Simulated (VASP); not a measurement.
Crystal: GaN.

```
Ga N
1.0
     3.18030    0.00000    0.00000
    -1.59015    2.75422    0.00000
     0.00000    0.00000    5.18284
Ga N
2 2
Cartesian
  0.0000 1.8361 5.1787
  1.5901 0.9181 2.5873
  0.0000 1.8361 1.9477
  1.5901 0.9181 4.5391
```

The cell was built by a generator and needn't be a form met in nature.

Base run:

| Property | Result |
| --- | --- |
| Program | VASP 6.6.1 |
| Functional | TB-mBJ |
| Potentials or basis | VASP PAW PBE potentials, release 64 (Ga_d, N) |
| Cutoff | 520 eV |
| k mesh | 12 × 12 × 5 |
| Occupations | gaussian, width 0.03 eV |
| Spin | no spin polarisation |

Its results: band gap on the k mesh 3.13 eV, direct.

Problem. The run is repeated on the same cell with these changes: functional from TB-mBJ to PBEsol. What comes out?

Solution. Band gap on the k mesh 1.91 eV, direct.
